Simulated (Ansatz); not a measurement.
# WC under changes of volume

One of the cells (10.542 Å³/atom); the others are scaled copies at fixed shape and fractional positions:

```
CELL_PARAMETERS angstrom
0.00000 2.19268 2.19268
2.19268 0.00000 2.19268
2.19268 2.19268 0.00000
ATOMIC_POSITIONS crystal
W 0.00000 0.00000 0.00000
C 0.50000 0.50000 0.50000
```

Measurements of this composition are mostly on another form, of space group No. 187.

```yaml
Program: Ansatz 0.2.0
Functional: LDA
Potentials_or_basis: all-electron LAPW, scalar-relativistic
Cutoff: 337 eV (chosen from the basis error)
Basis_error_allowed: 0.001 eV/atom
k_mesh: 10 × 10 × 10
Occupations: fermi-dirac, width 0.05 eV
Spin: no spin polarisation
```

```tsv
volume (Å³/atom)	energy over the lowest point (meV/atom)	pressure (GPa)
9.910	4.07	7.6
10.120	0.00	-1.2
10.331	6.87	-9.1
10.542	23.55	-16.1
10.753	?	?
10.964	82.32	-28.1
11.175	122.67	-33.1
```

Q: What does the run at 10.753 Å³/atom give?

A: Energy over the lowest point 49.01 meV/atom; pressure -22.4 GPa.

Worked out: A Birch-Murnaghan fit of order 3 (a polynomial in V^(-2/3)) to the other rows has its minimum at 10.09 Å³/atom with B0 = V·E''(V) = 404 GPa and B' = 4.3. It gives 49.01 meV/atom at 10.753 Å³/atom, against the run's 49.01, and -dE/dV = -22.4 GPa, against -22.4.

Energies are extrapolated to zero smearing.
